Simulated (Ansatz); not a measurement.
## A vibration from a frozen displacement in ZnCu

Theory: Ansatz 0.2.0, DFT PBE, scalar-relativistic, plane waves, PAW. Settings: plane waves to 420 eV, k-mesh 16×16×16 (Γ-centred), Gaussian smearing 0.15 eV. No spin polarisation. Energies are free energies at this smearing, counted from the undisturbed cell; pressure is positive in compression.

Zero of the scan (as given, not relaxed at this level; it stands at 2.3 GPa, and it needn't be the usual structure):

```xyz
2
Lattice="2.9450 0.0000 0.0000 0.0000 2.9450 0.0000 0.0000 0.0000 2.9450" Properties=species:S:1:pos:R:3 pbc="T T T"
Zn    1.4725    1.4725    1.4725
Cu    0.0000    0.0000    0.0000
```

Every Cu atom is moved by x along the Cartesian unit vector (-0.577, -0.577, -0.577); the cell and all other atoms stay fixed. The cell's volume is 25.54 Å³; the moved atoms weigh 63.546 u together and the others 65.380 u. Some rows repeat others by symmetry and weren't run.

```csv
x (Å),ΔE (meV/cell),total force on the moved atoms along the move (eV/Å),pressure (GPa)
-0.1000,24.36,0.4935,2.8727
-0.0875,18.59,0.4292,2.7397
-0.0750,13.62,0.3660,2.6248
-0.0625,9.44,0.3036,2.5278
-0.0500,6.03,0.2420,2.4486
-0.0375,3.39,0.1810,2.3870
-0.0250,1.50,0.1204,2.3432
-0.0125,0.38,0.0601,2.3168
0.0000,0.00,0.0000,2.3081
0.0125,0.38,-0.0601,2.3168
0.0250,1.50,-0.1204,2.3432
0.0375,3.39,-0.1810,2.3870
0.0500,6.03,-0.2420,2.4486
0.0625,9.44,-0.3036,2.5278
0.0750,13.62,-0.3660,2.6248
0.0875,18.59,-0.4292,2.7397
0.1000,24.36,-0.4935,2.8727
```

Problem. What frequency belongs to this motion?

Solution. The force constant is k = −dF/dx = 4.808 eV/Å², from the parabola through x = -0.0125, 0 and 0.0125. In every cell the moved atoms swing against the rest, so the mass is μ = m₁m₂/(m₁ + m₂) = 32.225 u, and ν̃ = 521.5 cm⁻¹ × √(|k|/μ) = 201 cm⁻¹, at this cell's pressure of 2.3 GPa. To first order in x, and within 1 %, the force on every atom lies along the move and, within each of the two groups, in proportion to the atom's mass, so this is itself a mode at the zone centre of this cell.

Problem. How far does the harmonic law reach?

Solution. At x = -0.100 Å, kx²/2 = 24.04 meV against the computed 24.36 meV (+1.3 %): the well is still close to harmonic there.

In a metal these slopes depend on the k mesh and the smearing.